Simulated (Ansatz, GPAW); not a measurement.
# A Ga chain with one Sn atom in line: relaxation, then transmission at several levels, part 2 of 3

Wanted: T(E) of a Ga chain with one Sn atom in line at a relaxed geometry in two programs, beside the unrelaxed structure.

GPAW 26.7.0 and Ansatz 0.2.0; Ansatz plane waves; relaxation of the junction with the lead ends held; PAW set soft_1 (the session's first sound run).

So far, transmission at the Fermi level (one spin): step 3 (plane-wave reference (PBE)) 0.997.

## Step 4: Double-zeta polarised basis

The script solves lead and junction separately, takes H and S in the orbital basis, and joins semi-infinite leads through their self-energies; the dzp basis is the working standard.

This step: GPAW LCAO, PAW setups; Landauer transmission from Green's functions with principal layers (ASE), zero bias (GPAW 26.7.0).

Input file run.py:

```python
import json
import numpy as np
from ase import Atoms
from ase.transport.calculators import TransportCalculator
from gpaw import GPAW, FermiDirac
from gpaw.lcao.tools import get_lcao_hamiltonian
from scipy.linalg import eigh

# The junction with lead layers at both ends, along the third cell vector
device = Atoms(
    ['Ga', 'Ga', 'Ga', 'Ga', 'Ga', 'Ga', 'Sn', 'Ga', 'Ga', 'Ga', 'Ga', 'Ga', 'Ga'],
    positions=[
        [4.50000, 4.50000, 1.27500],
        [4.50000, 4.50000, 3.82500],
        [4.50000, 4.50000, 6.37500],
        [4.50000, 4.50000, 8.92500],
        [5.34331, 4.06540, 11.51111],
        [4.51366, 4.44313, 14.10265],
        [5.44562, 4.18570, 16.61273],
        [4.52449, 4.51237, 19.11868],
        [5.39400, 4.32615, 21.74306],
        [4.50000, 4.50000, 24.39800],
        [4.50000, 4.50000, 26.94800],
        [4.50000, 4.50000, 29.49800],
        [4.50000, 4.50000, 32.04800]],
    cell=[[9.0, 0.0, 0.0], [0.0, 9.0, 0.0], [0.0, 0.0, 33.323]],
    pbc=True)

# One principal layer of the lead: the first 3 atoms of the device
lead = Atoms(
    ['Ga', 'Ga', 'Ga'],
    positions=[
        [4.50000, 4.50000, 1.27500],
        [4.50000, 4.50000, 3.82500],
        [4.50000, 4.50000, 6.37500]],
    cell=[[9.0, 0.0, 0.0], [0.0, 9.0, 0.0], [0.0, 0.0, 7.65]],
    pbc=True)

settings = dict(mode='lcao', basis='dzp', xc='PBE', h=0.2,
                occupations=FermiDirac(0.1), maxiter=250,
                mixer=dict(beta=0.1, nmaxold=8, weight=100.0),
                convergence=dict(density=0.0001))
energies = np.arange(-2, 2 + 1e-9, 0.025)
eta = 0.0001
n1, n2 = 1, 1
# k and -k transmit alike, so half of the mesh across the current serves
mesh = [(i, j) for i in range(n1) for j in range(n2) if (i, j) <= (-i % n1, -j % n2)]
weights = np.array([1 if (i, j) == (-i % n1, -j % n2) else 2 for i, j in mesh]) / (n1 * n2)


def ground_state(atoms, size, txt):
    atoms.calc = GPAW(kpts={'size': size, 'gamma': True}, symmetry={'tolerance': 1e-3}, txt=txt, **settings)
    atoms.get_potential_energy()
    return atoms.calc.get_fermi_level()


def blocks(atoms, fermi, points, nz, cells):
    """H - E_F S and S between cell 0 and the cells above it, at each point across the current."""
    kz = np.arange(nz) / nz
    calc = atoms.calc.fixed_density(kpts=[(*k, z) for k in points for z in kz], symmetry='off', txt=None)
    H, S = get_lcao_hamiltonian(calc)
    H = (H - fermi * S).reshape(len(H), len(points), nz, *S.shape[1:])
    S = S.reshape(H.shape[1:])
    phases = [np.exp(-2j * np.pi * kz * R) / nz for R in cells]
    return [(np.einsum('skzij,z->ksij', H, p), np.einsum('kzij,z->kij', S, p)) for p in phases]


def pair(a, b):
    return np.block([[a, b], [b.T.conj(), a]])


def count_channels(h, s, cells, nk=240):
    """Half the number of times that the lead's bands cross each energy, unfolded to its shortest repeat."""
    b = len(h) // cells
    bands = []
    for k in (np.arange(nk + 1) + 0.5) / nk:
        hk, sk = h[:b, :b].copy(), s[:b, :b].copy()
        for R in range(1, cells):
            phase, block = np.exp(2j * np.pi * k * R), slice(R * b, (R + 1) * b)
            hk += h[:b, block] * phase + (h[:b, block] * phase).T.conj()
            sk += s[:b, block] * phase + (s[:b, block] * phase).T.conj()
        w, u = eigh(sk)
        x = u[:, w > 1e-5] / w[w > 1e-5]**0.5  # drop near-dependent combinations
        bands.append(np.r_[eigh(x.T.conj() @ hk @ x, eigvals_only=True), [1e9] * (w <= 1e-5).sum()])
    below = np.array(bands)[:, :, None] < energies
    return (below[1:] != below[:-1]).sum((0, 1)) / 2


fermi_lead = ground_state(lead, (1, 1, 15), 'lead.txt')
fermi_device = ground_state(device, (1, 1, 3), 'device.txt')
T, channels, eigen, tail, misfit, shifts = [], [], [], 0.0, 0.0, []
for first in range(0, len(mesh), 657):
    points = [(i / n1, j / n2) for i, j in mesh[first:first + 657]]
    (H0k, S0k), (H1k, S1k), (H2k, _) = blocks(lead, fermi_lead, points, 5, range(3))
    [(Hk, Sk)] = blocks(device, fermi_device, points, 2, [0])
    tail = max(tail, abs(H2k).max())
    for H0, S0, H1, S1, H, S in zip(H0k, S0k, H1k, S1k, Hk, Sk):
        n = len(S0)
        # Shift the lead onto the potential of the device's first layer
        shift = ((H[:, 0, 0] - H0[:, 0, 0]) / S0[0, 0]).real.mean()
        shifts.append(shift)
        misfit = max(misfit, abs(H[:, :n, :n] - H0 - shift * S0).max())
        Tk, Ck, Ek = [], [], []
        for s in range(len(H)):
            t = s % len(H0)  # a lead without moments serves both spins
            h1, s1 = pair(H0[t] + shift * S0, H1[t] + shift * S1), pair(S0, S1)
            leads = dict(h1=h1, s1=s1, energies=energies, eta=eta, eta1=eta, eta2=eta)
            calc = TransportCalculator(h=H[s], s=S, eigenchannels=3, **leads)
            Tk.append(calc.get_transmission())
            Ek.append(np.sort(calc.eigenchannels_ne, axis=0)[::-1])
            Ck.append(count_channels(h1, s1, 6))
        T.append(Tk)
        channels.append(Ck)
        eigen.append(Ek)
T, channels = np.array(T), np.array(channels)
mean, open_channels = np.einsum('kse,k->se', T, weights), np.einsum('kse,k->se', channels, weights)

print(f'basis functions: device {len(S)}, principal layer {n}')
print(f'Fermi level: lead {fermi_lead:.4f} eV, device {fermi_device:.4f} eV; lead shifted by {np.mean(shifts):.4f} eV')
print(f'largest coupling past the next layer {tail:.2e} eV, largest misfit of the first layer {misfit:.3f} eV')
print('  E-E_F (eV)   ' + 'T (one spin)  channels')
for e, t, c in zip(energies, mean.T, open_channels.T):
    print(f'{e:10.3f}  ', *[f'{x:11.4e}' for x in t], *[f'{x:9.4f}' for x in c])

kT = 8.617333e-5 * 300
fine = np.linspace(energies[0], energies[-1], 4001)
both = np.exp(np.interp(fine, energies, np.log(np.maximum(mean.sum(0) * 2 / len(mean), 1e-30))))
fermi = lambda mu: 1 / (1 + np.exp(np.clip((fine - mu) / kT, -200, 200)))
slope = fermi(0) * (1 - fermi(0)) / kT
G = np.trapezoid(both * slope, fine) / 2
seebeck = -np.trapezoid(both * slope * fine, fine) / (2 * G * 300) * 1e6
print(f'conductance at 300 K: {G:.5g} G0 a cell; thermopower {seebeck:.4g} uV/K')
bias = [0.1, 0.2, 0.5, 1.0, 1.5, 2.0]
current = [38.74 * np.trapezoid(both * (fermi(V / 2) - fermi(-V / 2)), fine) for V in bias]
for V, I in zip(bias, current):
    print(f'current from the zero-bias T(E) at {V} V: {I:.5g} uA')
zero = abs(energies).argmin()
json.dump(dict(energies=energies.tolist(), T=mean.tolist(), channels=open_channels.tolist(), G=G, seebeck=seebeck,
               bias=bias, current=current, tail=tail, misfit=misfit, shift=np.mean(shifts), n_device=len(S), n_lead=n,
               fermi=[fermi_lead, fermi_device], energy=device.get_potential_energy(),
               moments=device.get_magnetic_moments().tolist(), mesh=mesh, weights=weights.tolist(),
               T_k=T[:, :, zero].tolist(), eigen=np.array(eigen[0]).tolist()), open('result.json', 'w'))
```

On the command line:

```console
OMP_NUM_THREADS=1 OPENBLAS_NUM_THREADS=1 python run.py
```

Wall time 85 s (1 thread of Intel Xeon Platinum 8488C (Sapphire Rapids), shared host); peak memory 1.1 GiB.

Numbers from this step:

```yaml
conductance: 1.020 G₀
largest_coupling_past_the_next_principal_layer: 6.03e-5 eV
largest_misfit_of_the_first_principal_layer: 0.03624 eV
shift_that_aligns_the_lead: -0.01037 eV
basis_functions_of_the_junction: 179
basis_functions_of_a_principal_layer: 39
transmission_at_the_fermi_level_one_spin: 1.016
```

One spin. Transmission, zone mean against energy, zero at the Fermi level:

```csv
energy (eV),"transmission, zone mean"
-2.000,0.0773
-1.900,0.0694
-1.800,0.0626
-1.700,0.0557
-1.600,0.0452
-1.500,2.8e-7
-1.400,0.0899
-1.300,0.0771
-1.200,0.0778
-1.100,0.0860
-1.000,0.106
-0.900,0.154
-0.800,0.283
-0.700,0.654
-0.600,0.996
-0.500,0.842
-0.400,0.870
-0.300,0.991
-0.250,1.42
-0.200,1.12
-0.100,1.03
0.000,1.02
0.100,1.04
0.200,1.11
0.300,1.23
0.400,1.41
0.500,1.63
0.600,1.83
0.700,2.00
0.800,2.15
0.900,2.29
1.000,2.41
1.100,2.50
1.200,2.56
1.300,2.60
1.400,2.64
1.500,2.67
1.600,2.70
1.700,2.73
1.800,2.75
1.900,2.76
2.000,2.79
```

Not self-consistent under bias; the bias window is split evenly. Current through one cell, from the zero-bias transmission against bias:

```csv
bias (V),"current through one cell, from the zero-bias transmission (μA)"
0.100,7.92
0.200,15.9
0.500,41.4
1.000,86.3
1.500,138
2.000,186
```

The transmission of the three most open eigenchannels by energy, zero at the Fermi level:

```csv
energy (eV),channel 1,channel 2,channel 3
-2.000,0.0773,0,0
-1.900,0.0694,0,0
-1.800,0.0626,0,0
-1.700,0.0557,0,0
-1.600,0.0452,0,0
-1.500,2.8e-7,0,0
-1.400,0.0899,0,0
-1.300,0.0771,0,0
-1.200,0.0778,0,0
-1.100,0.0860,0,0
-1.000,0.106,0,0
-0.900,0.154,0,0
-0.800,0.283,0,0
-0.700,0.654,0,0
-0.600,0.996,0,0
-0.500,0.842,0,0
-0.400,0.870,0,0
-0.300,0.991,3.0e-9,2.3e-10
-0.200,0.665,0.447,0.00813
-0.100,0.614,0.398,0.0219
0.000,0.624,0.355,0.0371
0.100,0.648,0.337,0.0529
0.200,0.672,0.365,0.0700
0.300,0.694,0.446,0.0912
0.400,0.717,0.577,0.120
0.500,0.741,0.729,0.161
0.600,0.849,0.764,0.220
0.700,0.911,0.789,0.304
0.800,0.927,0.811,0.415
0.900,0.916,0.832,0.546
1.000,0.885,0.852,0.677
1.100,0.873,0.847,0.784
1.200,0.896,0.878,0.789
1.300,0.929,0.919,0.755
1.400,0.958,0.947,0.731
1.500,0.978,0.970,0.722
1.600,0.994,0.980,0.728
1.700,0.999,0.980,0.750
1.800,0.999,0.962,0.787
1.900,0.999,0.930,0.835
2.000,0.999,0.897,0.889
```

At the Fermi level T is 1.02 against 0.997 in plane waves. Couplings past the next layer reach 6.0e-5 eV, small enough to drop; the matrix elements of the cell's first layer differ from the bulk lead's by up to 0.036 eV. That layer keeps its own values in the calculation, and only beyond it is the lead taken as perfect. The Fermi levels of lead and junction count from different zeros of potential, one for each periodic cell; with both set to zero, the small remaining shift is what aligns them. By hand: G = 1.020 × 77.48 μS = 79.0 μS, a resistance of 12.7 kΩ; at 0.1 V a linear junction would pass 7.90 μA, and the integral over the bias window gives 7.92 μA.

## Step 5: GPAW, szp: basis = "szp(dzp)"

The second zeta is dropped, the polarisation orbitals stay.

run.py, as its differences from that of step 4:

```diff
@@ -38,3 +38,3 @@
 
-settings = dict(mode='lcao', basis='dzp', xc='PBE', h=0.2,
+settings = dict(mode='lcao', basis='szp(dzp)', xc='PBE', h=0.2,
                 occupations=FermiDirac(0.1), maxiter=250,
```

Wall time 71 s (1 thread); peak memory 1.1 GiB.

Numbers from this step:

```yaml
conductance: 1.043 G₀
largest_coupling_past_the_next_principal_layer: 5.81e-5 eV
largest_misfit_of_the_first_principal_layer: 0.03575 eV
shift_that_aligns_the_lead: -0.01279 eV
basis_functions_of_the_junction: 122
basis_functions_of_a_principal_layer: 27
transmission_at_the_fermi_level_one_spin: 1.039
```

One spin. Transmission, zone mean against energy, zero at the Fermi level:

energy (eV), transmission, zone mean and a bar:
```
   -2.000       0.06 #
   -1.900       0.05 #
   -1.800       0.03 
   -1.700       0.00 
   -1.600       0.00 
   -1.500       0.00 
   -1.400       0.11 #
   -1.300       0.12 #
   -1.200       0.12 #
   -1.100       0.13 #
   -1.000       0.16 ##
   -0.900       0.22 ##
   -0.800       0.37 ####
   -0.700       0.72 ########
   -0.600       1.00 ###########
   -0.500       0.88 ##########
   -0.400       0.89 ##########
   -0.300       1.00 ###########
   -0.200       1.10 ############
   -0.100       1.05 ###########
    0.000       1.04 ###########
    0.100       1.06 ###########
    0.200       1.13 ############
    0.300       1.26 ##############
    0.400       1.46 ################
    0.500       1.69 ##################
    0.600       1.89 ####################
    0.700       2.07 ######################
    0.800       2.22 ########################
    0.900       2.36 #########################
    1.000       2.47 ###########################
    1.100       2.54 ###########################
    1.200       2.58 ############################
    1.300       2.61 ############################
    1.400       2.64 #############################
    1.500       2.67 #############################
    1.600       2.70 #############################
    1.700       2.73 #############################
    1.800       2.74 ##############################
    1.900       2.76 ##############################
    2.000       2.78 ##############################
```

The conductance, 1.04 G₀, lies 2.2 % above that of the dzp run.

## Step 6: Minimal basis

One function for each valence shell of the setup, as for a first survey of a large system.

run.py, as its differences from that of step 5:

```diff
@@ -38,3 +38,3 @@
 
-settings = dict(mode='lcao', basis='szp(dzp)', xc='PBE', h=0.2,
+settings = dict(mode='lcao', basis='sz(dzp)', xc='PBE', h=0.2,
                 occupations=FermiDirac(0.1), maxiter=250,
```

It took 52 s on 1 thread; peak memory 0.99 GiB.

This step gave:

```
conductance                                    : 1.048 G₀
largest coupling past the next principal layer : 5.75e-5 eV
largest misfit of the first principal layer    : 0.03867 eV
shift that aligns the lead                     : -0.01438 eV
basis functions of the junction                : 57
basis functions of a principal layer           : 12
transmission at the Fermi level (one spin)     : 1.046
```

One spin. Table of transmission, zone mean by energy, zero at the Fermi level:

```csv
energy (eV),"transmission, zone mean"
-2.000,0.0685
-1.800,0.0257
-1.600,1.0e-8
-1.400,0.121
-1.200,0.125
-1.000,0.169
-0.800,0.393
-0.600,0.998
-0.400,0.908
-0.200,1.05
0.000,1.05
0.200,1.13
0.400,1.44
0.600,1.88
0.800,2.20
1.000,2.45
1.200,2.59
1.400,2.65
1.600,2.70
1.800,2.74
2.000,2.76
```

The conductance, 1.05 G₀, lies 2.8 % above that of the dzp run.

## Step 7: revPBE in the dzp basis: xc = "revPBE"

Back in the dzp basis, the functional changes from PBE to revPBE, to set the spread between functionals beside that between bases.

run.py, as its differences from that of step 6:

```diff
@@ -38,3 +38,3 @@
 
-settings = dict(mode='lcao', basis='sz(dzp)', xc='PBE', h=0.2,
+settings = dict(mode='lcao', basis='dzp', xc='revPBE', h=0.2,
                 occupations=FermiDirac(0.1), maxiter=250,
```

Run time: 77 s. Hardware: 1 thread; peak memory 1.1 GiB.

Numbers from this step:

```yaml
conductance: 0.9951 G₀
largest_coupling_past_the_next_principal_layer: 6.04e-5 eV
largest_misfit_of_the_first_principal_layer: 0.03665 eV
shift_that_aligns_the_lead: -0.01072 eV
basis_functions_of_the_junction: 179
basis_functions_of_a_principal_layer: 39
transmission_at_the_fermi_level_one_spin: 0.9898
```

The conductance, 0.995 G₀, lies 2.5 % below that of the dzp run.

## Step 8: Without the relaxation: geometry = "as built"

The dzp basis with PBE on the structure as first built shows what the relaxation was worth.

run.py, as its differences from that of step 7:

```diff
@@ -16,7 +16,7 @@
         [4.50000, 4.50000, 8.92500],
-        [5.34331, 4.06540, 11.51111],
-        [4.51366, 4.44313, 14.10265],
-        [5.44562, 4.18570, 16.61273],
-        [4.52449, 4.51237, 19.11868],
-        [5.39400, 4.32615, 21.74306],
+        [4.50000, 4.50000, 11.47500],
+        [4.50000, 4.50000, 14.02500],
+        [4.50000, 4.50000, 16.66150],
+        [4.50000, 4.50000, 19.29800],
+        [4.50000, 4.50000, 21.84800],
         [4.50000, 4.50000, 24.39800],
@@ -38,3 +38,3 @@
 
-settings = dict(mode='lcao', basis='dzp', xc='revPBE', h=0.2,
+settings = dict(mode='lcao', basis='dzp', xc='PBE', h=0.2,
                 occupations=FermiDirac(0.1), maxiter=250,
```

Run time: 61 s. Hardware: 1 thread; peak memory 1.1 GiB.

Numbers from this step:

```
conductance                                    : 2.614 G₀
largest coupling past the next principal layer : 6.03e-5 eV
largest misfit of the first principal layer    : 0.02248 eV
shift that aligns the lead                     : -0.01352 eV
transmission at the Fermi level (one spin)     : 2.630
```

The conductance, 2.61 G₀, lies 156 % above that of the dzp run.

## Step 9: Cost and result by level

Times are wall times on the hardware named with each run. Results by setting:

```csv
no.,run,conductance (G₀),time,memory (GiB)
1,pw PBE,1.002,65 s,2.9
2,dzp,1.020,85 s,1.1
3,szp,1.043,71 s,1.1
4,sz,1.048,52 s,0.99
5,dzp revPBE,0.9951,77 s,1.1
6,asbuilt,2.614,61 s,1.1
```

## Step 10: Comparison

The curves are compared point by point over the common energies.

This step: comparison of transmission and cost over codes, levels and geometry; PAW set soft_1 (GPAW 26.7.0).

Ladder, by row:

```csv
step,code,T at the Fermi level (sum over the listed spins),conductance (G0),r.m.s. T(E) from the first,wall time (s),peak memory (GiB),threads
pw-pbe,Ansatz,0.9974,1.002,0,65.4,2.859,4
dzp,GPAW,1.016,1.02,0.01916,85.28,1.11,1
szp,GPAW,1.039,1.043,0.05411,70.64,1.08,1
sz,GPAW,1.046,1.048,0.06277,51.51,0.99,1
dzp-revPBE,GPAW,0.9898,0.9951,0.02681,76.96,1.1,1
asbuilt,GPAW,2.63,2.614,0.7962,60.52,1.11,1
```

Table of transmission, zone mean, sum over the listed spins by energy, zero at the Fermi level:

```csv
energy (eV),pw-pbe,dzp,szp,sz,dzp-revPBE,asbuilt
-2.0000,0.0675,0.0773,0.0619,0.0685,0.0844,0.998
-1.7500,0.0485,0.0592,0.0198,1.0e-3,0.0684,0.997
-1.5000,0,2.8e-7,1.8e-8,0.0314,0.0482,1.5e-5
-1.2500,0.0727,0.0765,0.121,0.122,0.0714,0.998
-1.0000,0.0933,0.106,0.159,0.169,0.107,0.999
-0.7500,0.364,0.426,0.516,0.541,0.454,0.999
-0.5000,0.853,0.842,0.882,0.898,0.823,0.999
-0.2500,1.43,1.42,1.17,1.03,1.45,1.31
0.0000,0.997,1.02,1.04,1.05,0.990,2.63
0.2500,1.15,1.16,1.19,1.19,1.14,2.56
0.5000,1.62,1.63,1.69,1.67,1.61,2.53
0.7500,2.07,2.08,2.14,2.12,2.06,2.56
1.0000,2.42,2.41,2.47,2.45,2.40,2.63
1.2500,2.59,2.58,2.60,2.61,2.58,2.70
1.5000,2.68,2.67,2.67,2.68,2.67,2.75
1.7500,2.73,2.74,2.74,2.73,2.74,2.79
2.0000,2.77,2.79,2.78,2.76,2.78,2.83
```

(Continued in part 3 of 3.)

[Logs are printed without paths, hosts, clocks, repeated set-up lines and the standing remarks that a program may print on its own settings, such as how far it seeks lower states.]

[Hosts, paths, dates, database ids (printed as entryN), source tags and the programs' standing remarks are cut or masked in the printed files.]
